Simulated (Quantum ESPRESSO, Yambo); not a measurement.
# A GW chain in Yambo: LiH (Fm-3m), part 3 of 3

How does a plane-wave GW calculation on LiH (Fm-3m) run from the first input to the gap?

Quantum ESPRESSO 7.5 and Yambo 5.3.0; PBE and many-body steps on it, plane waves. Known limits of the many-body steps: not at the basis limit.

So far. Step 3 (Bands along the symmetry lines): The gap is 3.022 eV, as in the run before at this level. Step 4 (Empty states on the mesh, 8×8×8 mesh, 40 bands): On this mesh the gap is 3.022 eV.

The database entry behind the starting cell differs from later determinations by our own check (the deuteride, about 0.2 % short), so it need not match the best structure at ambient conditions.

## 6. Screening and self-energy, 8×8×8 mesh, 40 bands, screening to 163.3 eV

G0W0 replaces the xc potential by the self-energy, built once from these orbitals. Only a window of levels is corrected, while the sums run over the empty bands that the input names.

This step: G0W0 on PBE, plane waves, norm-conserving pseudopotentials.

Contents of gw1.in:

```
HF_and_locXC
gw0
dyson
ppa
em1d
rim_cut
RandQpts= 1000000
RandGvec= 1 RL
EXXRLvcs= 66 Ry
VXCRLvcs= 264 Ry
Chimod= "HARTREE"
% BndsRnXp
 1 | 40 |
%
NGsBlkXp= 12 Ry
% LongDrXp
 1 | 1 | 1 |
%
% GbndRnge
 1 | 40 |
%
DysSolver= "n"
ExtendOut
PPAPntXp= 27.21138 eV
% QPkrange
 21 | 21 | 1 | 4 |
 1 | 1 | 1 | 4 |
%
```

The run is started by

```
OMP_NUM_THREADS=1 mpirun -n 4 yambo -F gw1.in -J gw1 -C gw1 > gw1.log
```

Log:

```text
 Yambo, version 5.3.0

 [02] CORE Variables Setup
 =========================

  [... cell, symmetries and grids as in the set-up ...]

  [02.05] Energies & Occupations
  ==============================

  [X] === General ===
  [X] Electronic Temperature                        :  0.000000  0.000000 [eV K]
  [X] Bosonic    Temperature                        :  0.000000  0.000000 [eV K]
  [X] Finite Temperature mode                       : no
  [X] El. density                                   :  0.23671E+24 [cm-3]
  [X] Fermi Level                                   :  0.392909 [eV]

  [X] === Gaps and Widths ===
  [X] Conduction Band Min                           :  3.022038 [eV]
  [X] Valence Band Max                              :  0.000000 [eV]
  [X] Filled Bands                                  :  2
  [X] Empty Bands                                   :    3   40
  [X] Direct Gap                                    :  3.022038 [eV]
  [X] Direct Gap localized at k                     :  21
  [X] Indirect Gap                                  :  3.022038 [eV]
  [X] Indirect Gap between kpts                     :  21  21
  [X] Last valence band width                       :  5.253734 [eV]
  [X] 1st conduction band width                     :  12.45368 [eV]

 [03] Transferred momenta grid and indexing
 ==========================================

 IBZ Q-points                                      :  29
 BZ  Q-points                                      :   512

 K/Q-points units:
 rlu = crystal or reduced units; cc = cartesian coordinates; iku = interal k-units

 Q [ 1]         [rlu]:  0.000000  0.000000  0.000000
 Q [ 2]         [rlu]:  0.24483E-17  0.24483E-17  0.12500
 Q [ 3]         [rlu]:  0.25023E-16 -0.27323E-17  0.25000
 Q [ 4]         [rlu]:  0.12904E-16  0.12904E-16  0.37500
 Q [ 5]         [rlu]: -0.97931E-17 -0.97931E-17 -0.50000
 Q [ 6]         [rlu]: -0.72385E-17  0.12500      0.12500
 Q [ 7]         [rlu]:  0.24483E-17  0.12500      0.25000
 Q [ 8]         [rlu]:  0.80210E-17  0.12500      0.37500
 Q [ 9]         [rlu]:  0.34410E-16  0.12500      0.50000
 Q [10]         [rlu]: -0.97931E-17  0.12500     -0.37500
     [... 17 further rows ...]
 Q [28]         [rlu]:  0.125000 -0.500000 -0.375000
 Q [29]         [rlu]:  0.250000 -0.500000 -0.250000

 [04] Coloumb potential Random Integration (RIM)
 ===============================================

  [04.01] RIM initialization
  ==========================

  * Diagonal components only detected *

  8 x (sBL volume)        :  0.033988 [a.u.]
  sBZ random points       :  1000000
  Points outside the sBZ  :   7999624
  RL volume               :  2.175203 [a.u.]
  Integrated volume       :  2.175305 [a.u.]

  [04.02] RIM integrals
  =====================

  Gamma point sphere radius             :  0.058757 [a.u.]
  Points outside the sphere             :   799635
  [Int_sBZ(q=0) 1/q^2]*(Vol_sBZ)^(-1/3) =:  7.763403
                                 should be <:  7.795600

  Summary of Coulomb integrals for non-metallic bands |Q|[au] RIM/Bare

  Q [1] 0.100000E-4 0.995870 * Q [2] 0.176719 1.064378
  Q [6] 0.204058 1.062849 * Q [12] 0.288581 1.025826
  Q [7] 0.338392 1.018699 * Q [3] 0.353439 1.016443
  Q [13] 0.408116 1.012926 * Q [11] 0.444734 1.010601
  Q [22] 0.456287 1.010058 * Q [8] 0.499838 1.008230
  Q [4] 0.530158 1.007314 * Q [14] 0.530158 1.007395
  Q [17] 0.577163 1.006251 * Q [23] 0.603611 1.005655
  Q [10] 0.612174 1.005590 * Q [18] 0.612174 1.005501
  Q [25] 0.645288 1.004946 * Q [9] 0.669048 1.004565
  Q [15] 0.676783 1.004460 * Q [5] 0.706877 1.004231
  Q [19] 0.728632 1.003841 * Q [16] 0.728632 1.003935
  Q [27] 0.735741 1.003870 * Q [24] 0.763515 1.003627
  Q [26] 0.783699 1.003328 * Q [21] 0.816231 1.003325
  Q [28] 0.841352 1.003151 * Q [20] 0.865744 1.002775
  Q [29] 0.912574 1.002695

 [05] Dipoles
 ============

  [05.01] Setup: observables and procedures
  =========================================

 [06] Dynamic Dielectric Matrix (PPA)
 ====================================

 [WR./gw1//ndb.pp]---------------------------------------------------------------
  Brillouin Zone Q/K grids (IBZ/BZ)                :    29   512    29   512
  RL vectors                                       :  1459 [WF]
  Coulomb cutoff potential                         : none
  Electronic Temperature                           :  0.000000 [K]
  Bosonic    Temperature                           :  0.000000 [K]
  PPA    diel. fun.  energies                      : Perdew, Burke & Ernzerhof(X)+Perdew, Burke & Ernzerhof(C)
  wavefunctions                                    : Perdew, Burke & Ernzerhof(X)+Perdew, Burke & Ernzerhof(C)
  Global Gauge                                     : length
  X matrix size                                    :   89
  X band range                                     :    1   40
  X e/h energy range                               : -1.000000 -1.000000 [eV]
  X Time ordering                                  : R
  X Hxc Kernel                                     : HARTREE
  X Drude frequency                                :  0.000000  0.000000
  X poles                                          :  100.0000 [o/o]
  RL vectors in the sum                            :  1459
  [r,Vnl] included                                 : yes
  Field direction                                  :  0.577350E-5  0.577350E-5  0.577350E-5
  BZ energy Double Grid                            : no
  BZ energy DbGd points                            : 0
  BZ Q point size factor                           : -1.000000
  X Optical Averaged directions                    : none

 [07] Local Exchange-Correlation + Non-Local Fock
 ================================================

 [VXC] Plane waves :   8363
 [EXS] Plane waves :  1067

 QP @ state[ 1 ] K range:  1  1
 QP @ state[ 1 ] b range:   1   4
 QP @ state[ 2 ] K range:  21  21
 QP @ state[ 2 ] b range:   1   4

 [xc] Functional : Perdew, Burke & Ernzerhof(X)+Perdew, Burke & Ernzerhof(C)
 [xc] LIBXC used to calculate xc functional

 [xc] E_xc :  -2.052842 [Ha]
      E_xc :  -4.105684 [Ry]

  Local XC kind (lXC) : Perdew, Burke & Ernzerhof(X)+Perdew, Burke & Ernzerhof(C)
  Non-Local XC kind (nlXC) : Hartree-Fock

  Corrections @ K [1] :  [eV]
 <1|nlXC|1> = -39.69450 -0.22557E-16 <1|lXC|1> = -25.62566 -0.37366E-15
 <2|nlXC|2> = -15.59523  0.27649E-16 <2|lXC|2> = -9.916458 -0.41405E-19
 <3|nlXC|3> = -4.656641 -0.36032E-18 <3|lXC|3> = -11.71818 -0.37775E-15
 <4|nlXC|4> = -2.440428 -0.54109E-18 <4|lXC|4> = -8.963783 -0.47270E-16

  Corrections @ K [21] :  [eV]
 <1|nlXC|1> = -39.75562  0.13115E-16 <1|lXC|1> = -25.70812  0.75288E-15
 <2|nlXC|2> = -14.46983 -0.10165E-16 <2|lXC|2> = -11.30619  0.47210E-16
 <3|nlXC|3> = -3.748257  0.11572E-17 <3|lXC|3> = -7.647619 -0.11813E-16
 <4|nlXC|4> = -2.678133  0.15924E-17 <4|lXC|4> = -8.235378 -0.94407E-16

 [08] Dyson equation: Newton solver
 ==================================

  [08.01] G0W0 (W PPA)
  ====================

  [  GW  ] Bands range     :    1   40
  [GW/PPA] G damping       :  0.100000 [eV]

  QP @ state[ 1 ] K range:  1  1
  QP @ state[ 1 ] b range:   1   4
  QP @ state[ 2 ] K range:  21  21
  QP @ state[ 2 ] b range:   1   4

   Sc/G bands                                       :    1   40
   Sc/G damping                                     :  0.100000 ev
   Sc bands terminator                              : no
   Sx RL components                                 :  1067

   QP @ state[ 1 ] K range                          :  1  1
   QP @ state[ 1 ] b range                          :   1   4
   QP @ state[ 2 ] K range                          :  21  21
   QP @ state[ 2 ] b range                          :   1   4
   GF energies kind                                 : Perdew, Burke & Ernzerhof(X)+Perdew, Burke & Ernzerhof(C)
   GF WF`s kind                                     : Perdew, Burke & Ernzerhof(X)+Perdew, Burke & Ernzerhof(C)
   Xs energies kind                                 : Perdew, Burke & Ernzerhof(X)+Perdew, Burke & Ernzerhof(C)
   Xs WF`s kind                                     : Perdew, Burke & Ernzerhof(X)+Perdew, Burke & Ernzerhof(C)

 [11] Game Over & Game summary
```

The job ended after 30 s (4 MPI ranks of Arm Neoverse V1, shared host; peak memory 1.1 GiB).

This step gave:

```
G0W0 gap on the points computed              : 4.892 eV
starting gap on the mesh                     : 3.022 eV
k of the valence top                         : 0, -0.5, -0.5
k of the conduction bottom                   : 0, -0.5, -0.5
least direct G0W0 gap on the computed points : 4.892 eV
Z at the valence top                         : 0.7821
Z at the conduction bottom                   : 0.8197
```

The gap on the mesh goes from 3.02 eV to 4.89 eV, a correction of +1.87 eV.

Limits: finite bands, cutoff and mesh. v1 is the top filled band, c1 the lowest empty one. The levels before and after the correction (eV, zero at the valence-band top of each column):

```csv
,conduction bottom,valence top
Kohn-Sham,3.02,0.00
G0W0,4.89,0.00
```

```csv
,level,energy (eV)
Kohn-Sham,(0 -0.5 -0.5) v2,-44.251
Kohn-Sham,(0 -0.5 -0.5) v1,0.000
Kohn-Sham,(0 -0.5 -0.5) c1,3.022
Kohn-Sham,(0 -0.5 -0.5) c2,10.588
G0W0,(0 -0.5 -0.5) v2,-49.398
G0W0,(0 -0.5 -0.5) v1,0.000
G0W0,(0 -0.5 -0.5) c1,4.892
G0W0,(0 -0.5 -0.5) c2,12.801
```

## 7. Where the time went

Times are wall times on the hardware named with each run, good to a factor of about two.

```csv
step,time,share,memory (GiB)
ground state,1.4 s,4 %,0.05
bands along the symmetry lines,1.2 s,3 %,0.05
empty states on the mesh,2.3 s,6 %,0.18
conversion and set-up,1.9 s,5 %,0.23
screening and self-energy,30 s,82 %,1.1
```

## 8. Summary of results

| Property | Result |
| --- | --- |
| PBE gap | 3.02 eV, direct |
| G0W0 gap on the mesh | 4.89 eV |
| GW settings | 8×8×8 mesh, 40 bands, screening to 163.3 eV, Godby-Needs plasmon pole |
| known limits | not at the basis limit |

G0W0 moves the gap on the mesh from 3.02 eV to 4.89 eV (+1.87 eV), with Z of 0.78 and 0.82 at the edges. Only 2 of the mesh's irreducible points were corrected, so a valley elsewhere could overtake. The dearest step here is «screening and self-energy». Bands and cutoff are finite, so the gap is not at the basis limit. The miss can reach some tenths of an eV and take either sign; the mesh is an error of its own. In the G0W0 run levels were corrected at 2 k points alone, so a gap called «on the mesh» is the least over those, and an edge elsewhere would be missed.

[Paths, hosts, dates, memory and timing lines, banners, echoed tables and standing remarks are left out of the program output.]

[Logs are printed without paths, hosts, clocks, repeated set-up lines and the standing remarks that a program may print on its own settings, such as how far it seeks lower states.]

[Runs of the session that timed out or met a known fault of the program may be left out.]

[Hosts, paths, dates, database ids (printed as entryN), source tags and the programs' standing remarks are cut or masked in the printed files.]
